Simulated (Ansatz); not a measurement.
# LaAlO3 under a change: electrons 1.0×10^22 cm⁻³

Take LaAlO3 in the cubic perovskite structure (space group Pm-3m, No. 221; a = 3.787 Å) as the base.

One thing is altered: electron doping at 1.0×10^22 cm⁻³ (0.543 per cell), with a uniform compensating background at fixed cell and a 300 K Fermi–Dirac width.

Calculations: DFT with r2SCAN, PAW potentials and a 500 eV plane-wave cutoff in Ansatz (an electronic-structure program), scalar-relativistic without spin-orbit coupling. Settings: 12×12×12 k-points, 0.0259 eV Fermi–Dirac smearing.

The gap between the host's bands increases by 0.21 eV to 4.23 eV and the gap character remains indirect, R → Γ. The Fermi level relative to the doped band's edge (positive inside the band; to 0.05 eV) is +1.25 eV.

Final structure:

```
LaAlO3
1.0
    3.78694     0.00000     0.00000
    0.00000     3.78694     0.00000
    0.00000     0.00000     3.78694
La Al O
1 1 3
Direct
  0.00000   0.00000   0.00000
  0.50000   0.50000   0.50000
  0.00000   0.50000   0.50000
  0.50000   0.50000   0.00000
  0.50000   0.00000   0.50000
```
Cell charge -0.543083.

Carriers are added with a uniform compensating background; total energy and stress of such cells depend on the potential's zero and are not compared; many-body gap narrowing is missing at this level. Whether these cells are dynamically stable was not tested. Many cubic perovskites are stable only at high temperature; tilts and polar distortions were not tested.
